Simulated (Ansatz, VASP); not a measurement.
Te in VASP and in Ansatz

Contents of INCAR:

```
SYSTEM = Te
PREC = Accurate
ENCUT = 520
EDIFF = 1E-6
ISMEAR = -1
SIGMA = 0.1
LREAL = .FALSE.
LASPH = .TRUE.
NELM = 60
ALGO = Normal
ISIF = 2
LWAVE = .FALSE.
LCHARG = .FALSE.
GGA = B5
ALDAX = 1.0
AGGAX = 1.0
AGGAC = 1.0
ALDAC = 0.0
NBANDS = 9
```

File KPOINTS:

```
regular mesh
0
G
  13 13 13
  0 0 0
```

File POSCAR:

```
Te
1.0
   -2.0785483440      2.0785483440      2.0785483440
    2.0785483440     -2.0785483440      2.0785483440
    2.0785483440      2.0785483440     -2.0785483440
Te
1
Direct
    0.0000000000      0.0000000000      0.0000000000
```

Input for Ansatz:

```yaml
crystal:
  lattice:
    - [-2.078548344, 2.078548344, 2.078548344]
    - [2.078548344, -2.078548344, 2.078548344]
    - [2.078548344, 2.078548344, -2.078548344]
  atoms:
    - { symbol: Te, position: [0.0, 0.0, 0.0] }
hamiltonian:
  xc: blyp
  pseudopotentials:
    kind: paw
    azcp:
      Te: "pseudopotentials/Te.paw.azcp"
basis:
  ecutwfc: 420
  fft_grid_basis: typed
kpoints:
  mp_grid: { grid: [13, 13, 13], shift: [0, 0, 0] }
magnetization:
  spin_polarized: false
scf:
  occupations: { method: fermi_dirac, width: 0.1 }
  lower_state_search: "off"
output:
  stress: true
```

Alike in both runs: task single point; functional BLYP; k mesh 13 × 13 × 13; occupations fermi-dirac, width 0.1 eV; no spin polarisation.

|  | VASP | Ansatz |
| --- | --- | --- |
| version | VASP 6.6.1 | Ansatz 0.2.0 |
| potentials or method | VASP PAW PBE potentials, release 64 (Te) | plane waves (420 eV) with PAW, scalar-relativistic |
| plane-wave cutoff (eV) | 520 | 420 |
| valence electrons in the cell | 6 | 16 |

```tsv
	VASP	Ansatz	Ansatz less VASP
pressure (GPa)	-3.3	-3.3	-0.04
```

With one functional, cell and mesh, what is left measures potentials, basis and numerics. The two sets of potentials don't hold the same shells in valence.

Caveats: the PAW data sets were made with another functional, which shifts forces and pressure a little (VASP). The runs have no spin-orbit coupling, so splittings on Te are missing.
